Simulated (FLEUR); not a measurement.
# SnSe (Fm-3m) in FLEUR: notebook, part 2 of 2

FLEUR MaX-R8.1 (later development tree).

## Step 5: Equation of state, PBEsol, 27.27 Å³/atom

Changes to inp.xml since step 4:

```diff
@@ -24,3 +24,3 @@
       <xi:include xmlns:xi="http://www.w3.org/2001/XInclude" href="sym.xml"> </xi:include>
-      <bulkLattice scale="0.9864848297">
+      <bulkLattice scale="1.0000000000">
          <bravaisMatrix>
```

Started as:

```
inpgen -f crystal.txt -profile fastHighL
# inp.xml edited to the form shown
fleur_MPI
```

It took 36 s on 1 thread of Arm Neoverse V2, shared host; peak memory 0.08 GiB.

Results (log left out):

```yaml
Free_energy: -234153.1953 eV
Band_gap_on_the_k_mesh: 0.65 eV, direct
Valence_electrons_inside_the_program's_atomic_spheres: Sn 20.01; Se 14.64 (radii Sn 2.63, Se 2.48 bohr)
```

Caveat: spin-orbit coupling is left out, which moves the levels of the heavy elements.

## Step 6: Equation of state, PBEsol, 28.36 Å³/atom (volume scaled by 1.04)

Changes to inp.xml since step 5:

```diff
@@ -24,3 +24,3 @@
       <xi:include xmlns:xi="http://www.w3.org/2001/XInclude" href="sym.xml"> </xi:include>
-      <bulkLattice scale="1.0000000000">
+      <bulkLattice scale="1.0131594038">
          <bravaisMatrix>
```

Potentials or basis: all-electron, FLAPW.

Started as:

```
inpgen -f crystal.txt -profile fastHighL
# inp.xml edited to the form shown
fleur_MPI
```

Run time: 39 s. Hardware: 1 thread of Arm Neoverse V2, shared host; peak memory 0.08 GiB.

The run converged. Its results:

```
Free energy                                           : -234153.1572 eV
Band gap on the k mesh                                : 0.49 eV, direct
Valence electrons inside the program's atomic spheres : Sn 19.98; Se 14.62 (radii Sn 2.63, Se 2.48 bohr)
```

Caveat: spin-orbit coupling is left out, which moves the levels of the heavy elements.

## Step 7: Equation of state, PBEsol, 28.91 Å³/atom (volume scaled by 1.06)

Changes to inp.xml since step 6:

```diff
@@ -24,3 +24,3 @@
       <xi:include xmlns:xi="http://www.w3.org/2001/XInclude" href="sym.xml"> </xi:include>
-      <bulkLattice scale="1.0131594038">
+      <bulkLattice scale="1.0196128224">
          <bravaisMatrix>
```

Started as:

```
inpgen -f crystal.txt -profile fastHighL
# inp.xml edited to the form shown
fleur_MPI
```

Run time: 40 s. Hardware: 1 thread of Arm Neoverse V2, shared host; peak memory 0.09 GiB.

It converged, with:

```yaml
Free_energy: -234153.1299 eV
Band_gap_on_the_k_mesh: 0.41 eV, direct
Valence_electrons_inside_the_program's_atomic_spheres: Sn 19.97; Se 14.61 (radii Sn 2.63, Se 2.48 bohr)
```

Caveat: spin-orbit coupling is left out, which moves the levels of the heavy elements.

## Step 8: Equation of state, PBEsol

This step only gathers the single runs of the series.

What came out:

| Quantity | Value |
| --- | --- |
| Equilibrium volume | 26.28 Å³/atom |
| Bulk modulus | 56 GPa |
| Pressure derivative of the bulk modulus | 4.3 (rough: it moves with the points fitted) |

Energy against volume, from the lowest point:
```
volume (Å³/atom)  energy (meV/atom)
          25.635               2.82
          26.180               0.00
          27.271               6.10
          28.362              25.18
          28.907              38.81
```
